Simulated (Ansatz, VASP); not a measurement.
# Os: VASP beside Ansatz

Contents of INCAR:

```
ALGO = Normal ; EDIFF = 1E-6
ENCUT = 520 ; GGA = PE
ISIF = 2 ; ISMEAR = -1
LASPH = T ; LCHARG = F
LREAL = F ; LWAVE = F
NBANDS = 10 ; NELM = 80
PREC = Accurate ; SIGMA = 0.05
```

Contents of KPOINTS:

```
k-points
0
Gamma
  14 14 14
```

Contents of POSCAR:

```
Os
1.0
    0.0000000000      1.9644500000      1.9450000000
    1.9644500000      0.0000000000      1.9450000000
    1.9644500000      1.9644500000      0.0000000000
Os
1
Direct
    0.0000000000      0.0000000000      0.0000000000
```

Input for Ansatz:

```yaml
crystal:
  lattice:
    - [0.0, 1.96445, 1.945]
    - [1.96445, 0.0, 1.945]
    - [1.96445, 1.96445, 0.0]
  atoms:
    - { symbol: Os, position: [0.0, 0.0, 0.0] }
kpoints:
  mp_grid: { grid: [14, 14, 14] }
  band_path:
    path:
      - [0.0, 0.0, 0.0]
      - [0.0, 0.5, 0.5]
      - [0.25, 0.75, 0.5]
      - [0.0, 0.5, 0.0]
      - [0.0, 0.0, 0.0]
      - [0.5, 0.5, 0.0]
      - [0.3775125, 0.6224875, 0.0]
      - [-0.3775125, 0.3775125, 0.0]
      - [0.0, 0.0, 0.0]
    npoints: 5
scf:
  occupations: { method: fermi_dirac, width: 0.05 }
hamiltonian:
  xc: pbe
  pseudopotentials: { kind: all_electron, lapw: { basis_error: 0.0005 } }
output:
  forces: true
  stress: true
  eigenvalues: true
```

Change from the starting cell: equal xx and yy strain of +1 %.

Alike in both runs: task single point; functional PBE; k mesh 14 × 14 × 14; occupations fermi-dirac, width 0.05 eV; no spin polarisation.

|  | VASP | Ansatz |
| --- | --- | --- |
| version | VASP 6.6.1 | Ansatz 0.2.0 |
| potentials or method | VASP PAW PBE potentials, release 64 (Os) | all-electron LAPW, scalar-relativistic |
| plane-wave cutoff (eV) | 520 | see its input |

Ansatz gave:

| Property | Result |
| --- | --- |
| pressure (GPa) | -15.9 |
| largest component of the traceless stress (GPa) | 1.67 |

Problem. What did VASP give for the same quantities?

Solution. Pressure (GPa): -16.3; largest component of the traceless stress (GPa): 1.65.

Ansatz ran all-electron here, so the differences hold the error of VASP's frozen core and of both bases.

Caveats: so large a pressure means that the cell lies far from this level's equilibrium, or that cutoff or potentials fall short (VASP). Spin-orbit coupling is left out, which matters for the levels of Os.
